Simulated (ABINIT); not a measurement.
A calculation with ABINIT 10.8.3 (patched build) of TiSi2 (ASE script, structure from a P1 CIF):

The input run.py:

```python
import json, os
import numpy as np
from ase.units import GPa
from ase.calculators.abinit import Abinit, AbinitProfile
from ase.io import read

atoms = read('TiSi2.cif')

profile = AbinitProfile(command='abinit', pp_paths=[os.path.abspath('pseudos')])
params = dict(
    pps='pawxml', xc='PBE',
    chksymtnons=0,
    tolsym=1e-06,
    ecut=408.1708,
    pawecutdg=816.3416,
    pawxcdev=0,
    kptopt=1,
    ngkpt=[12, 12, 12],
    nshiftk=1,
    shiftk=[0.0, 0.0, 0.0],
    ixc=11,
    nband=14,
    occopt=3,
    tsmear=0.05,
    nstep=100,
    tolvrs=1e-09,
    prtwf=0,
    prtden=0,
)

atoms.calc = Abinit(profile=profile, directory='run', **params)
energy = atoms.get_potential_energy()
forces = atoms.get_forces()
stress = atoms.get_stress()
print(f'energy {energy:.6f} eV')
print('forces (eV/A)')
print(np.round(forces, 5))
print('stress (GPa, Voigt, tension positive)', np.round(stress / GPa, 4))
json.dump(dict(energy=energy, forces=forces.tolist(), stress=stress.tolist(), cell=atoms.cell.tolist(), frac=atoms.get_scaled_positions(wrap=False).tolist()), open('results.json', 'w'))
```

The input TiSi2.cif:

```cif
data_TiSi2
_cell_length_a 4.77937070
_cell_length_b 4.77937070
_cell_length_c 4.77937070
_cell_angle_alpha 144.10170249
_cell_angle_beta 138.01652023
_cell_angle_gamma 56.39963948
_space_group_name_H-M_alt 'P1'
_space_group_name_Hall 'P 1'
_space_group_IT_number 1
loop_
_space_group_symop_operation_xyz
'x,y,z'
loop_
_atom_site_label
_atom_site_type_symbol
_atom_site_symmetry_multiplicity
_atom_site_Wyckoff_symbol
_atom_site_fract_x
_atom_site_fract_y
_atom_site_fract_z
_atom_site_occupancy
Ti1 Ti 1 a 0.0000000000 0.0000000000 0.0000000000 1
Si1 Si 1 a 0.6700780000 0.6700780000 0.0000000000 1
Si2 Si 1 a 0.3299220000 0.3299220000 0.0000000000 1
```

Potentials or basis: JTH PAW PBE v2.0.

Launch:

```sh
$ python run.py
```

The cell comes from a database or a generator and needn't be the stable form of this composition.

Question: Write the same calculation in another form: native input, structure from a POSCAR.

Answer: As run:

File run.abi:

```
# Pseudopotentials
pp_dirpath "./"
pseudos "Ti.GGA_PBE-JTH.xml, Si.GGA_PBE-JTH.xml"

# Structure
structure "poscar:POSCAR"
natom 3
chkprim 0
chksymtnons 0
tolsym 1.0e-6

# Plane-wave basis
ecut 408.170794 eV
pawecutdg 30.0
pawxcdev 0

# k points
kptopt 1
ngkpt 12 12 12
nshiftk 1
shiftk 0.0 0.0 0.0

# Exchange and correlation
ixc 11

# Bands and occupations
nband 14
occopt 3
tsmear 0.05 eV

# SCF cycle
nstep 100
tolvrs 1.0e-9

# Output
iomode 3
prtwf 0
prteig 0
prtebands 0
enunit 2
prtden 1
prtvha 1
prtvclmb 1
prtpot 1
```

The input POSCAR:

```
TiSi2
1.0
   -1.4728720000      1.7121300000      4.2120830000
    1.4728720000     -1.7121300000      4.2120830000
    1.4728720000      1.7121300000     -4.2120830000
Ti Si
1 2
Direct
    0.0000000000      0.0000000000      0.0000000000  Ti
    0.6700780000      0.6700780000      0.0000000000  Si
    0.3299220000      0.3299220000      0.0000000000  Si
```

Potentials or basis: JTH PAW PBE v2.0.

Run with:

```sh
$ abinit run.abi > log 2>&1
```

Both were run:

|  | ASE script, structure from a P1 CIF | native input, structure from a POSCAR |
| --- | --- | --- |
| Pressure | 0.4 GPa | 0.4 GPa |
| Largest force | 0.011 eV/Å | 0.011 eV/Å |
| Band gap on the k mesh | none (metal or under the smearing width) | none (metal or under the smearing width) |
| Valence electrons inside the program's atomic spheres | Ti 10.28; Si 1.50 | Ti 10.28; Si 1.50 |

Keys that steer only the numerical path or the files written may differ.
